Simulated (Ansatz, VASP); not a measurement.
**Two plane-wave programs on Al2Cu**

Contents of INCAR:

```
  PREC = Accurate
  ENCUT = 520
  EDIFF = 1E-6
  ISMEAR = 0
  SIGMA = 0.1
  LREAL = F
  LASPH = T
  NELM = 60
  ALGO = Fast
  ISIF = 2
  LWAVE = F
  LCHARG = F
  GGA = PS
  NBANDS = 26
```

The input KPOINTS:

```
regular mesh
0
Gamma
  6 6 6
```

The input POSCAR:

```
Al2Cu
1.0
   -2.9988978300      2.9988978300      2.3927372900
    2.9988978300     -2.9988978300      2.3927372900
    2.9988978300      2.9988978300     -2.3927372900
Al Cu
4 2
Direct
    0.3413930800      0.1586069200      0.5000000000
    0.1586069200      0.6586069200      0.8172138400
    0.8413930800      0.3413930800      0.1827861600
    0.6586069200      0.8413930800      0.5000000000
    0.7500000000      0.7500000000      0.0000000000
    0.2500000000      0.2500000000      0.0000000000
```

Input for Ansatz:

```yaml
crystal:
  lattice:
    - [-2.99889783, 2.99889783, 2.39273729]
    - [2.99889783, -2.99889783, 2.39273729]
    - [2.99889783, 2.99889783, -2.39273729]
  atoms:
    - { symbol: Al, position: [0.34139308, 0.15860692, 0.5] }
    - { symbol: Al, position: [0.15860692, 0.65860692, 0.81721384] }
    - { symbol: Al, position: [0.84139308, 0.34139308, 0.18278616] }
    - { symbol: Al, position: [0.65860692, 0.84139308, 0.5] }
    - { symbol: Cu, position: [0.75, 0.75, 0.0] }
    - { symbol: Cu, position: [0.25, 0.25, 0.0] }
basis:
  ecutwfc: 420
kpoints:
  mp_grid: { grid: [6, 6, 6] }
hamiltonian:
  xc: pbesol
  pseudopotentials: { kind: paw, azcp: { folder: soft_1 } }
scf:
  occupations: { method: gaussian, width: 0.1 }
output:
  forces: true
  stress: true
  eigenvalues: true
```

The cell is a database's computed one.

Alike in both runs: task single point; functional PBEsol; k mesh 6 × 6 × 6; occupations gaussian, width 0.1 eV; no spin polarisation.

|  | VASP | Ansatz |
| --- | --- | --- |
| version | VASP 6.6.1 | Ansatz 0.2.0 |
| potentials or method | VASP PAW PBE potentials, release 64 (Al, Cu) | scalar-relativistic, plane waves, PAW |
| plane-wave cutoff (eV) | 520 | 420 |
| valence electrons in the cell | 34 | 50 |

|  | VASP | Ansatz | Ansatz less VASP |
| --- | --- | --- | --- |
| gap on the k mesh at the Fermi level (eV) | none | none | - |
| pressure (GPa) | 1.0 | 0.8 | -0.19 |
| largest component of the traceless stress (GPa) | 2.26 | 2.31 | +0.052 |
| rms of the force components (eV/Å) | 0.009 | 0.010 | +0.0014 |

Atom by atom the forces differ by 0.001 eV/Å (rms over components). A gap of «none» marks a metal or a gap that the smearing closes. The two sets of potentials don't hold the same shells in valence. Ansatz warned: «pseudo_functional_mismatch».

Caveats: the PAW data sets were made with another functional, which shifts forces and pressure a little (VASP).
